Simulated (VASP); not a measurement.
Here is a VASP 6.6.1 calculation.

run.py

```python
from ase.calculators.vasp import Vasp
from ase.dft.bandgap import bandgap
from ase.io import read

atoms = read('Tc.xyz')
calc = Vasp(
    directory='calc',
    xc='rpbe',
    pp='PBE',
    setups='materialsproject',
    prec='Accurate',
    encut=520,
    ediff=1e-06,
    ismear=0,
    sigma=0.05,
    lreal=False,
    lasph=True,
    nelm=80,
    algo='Fast',
    isif=2,
    lwave=False,
    lcharg=False,
    kpts=[12, 12, 12],
    gamma=True,
)
atoms.calc = calc

print('energy (eV):', atoms.get_potential_energy())
print('free energy (eV):', atoms.get_potential_energy(force_consistent=True))
print('forces (eV/A):')
print(atoms.get_forces())
print('stress (eV/A^3, Voigt):', atoms.get_stress())
print('Fermi level (eV):', calc.get_fermi_level())
gap, top, bottom = bandgap(calc)
print('band gap (eV):', gap, 'from (spin, k, band)', top, 'to', bottom)
```

Tc.xyz

```xyz
1
Lattice="0.0000000000 1.9500000000 1.9500000000 1.9500000000 0.0000000000 1.9500000000 1.9500000000 1.9500000000 0.0000000000" Properties=species:S:1:pos:R:3 pbc="T T T"
Tc     0.0000000000      0.0000000000      0.0000000000
```

Potentials or basis: VASP PAW PBE potentials, release 64 (Tc_pv).

The run is started by

```sh
$ python run.py
```

**Question.** Estimate the band gap on the k mesh.

**Answer.** None (metal or under the smearing width).

**Question.** Estimate the pressure.

**Answer.** -3.0 GPa.

Caveat: the PAW data sets were made with another functional, which shifts forces and pressure a little.
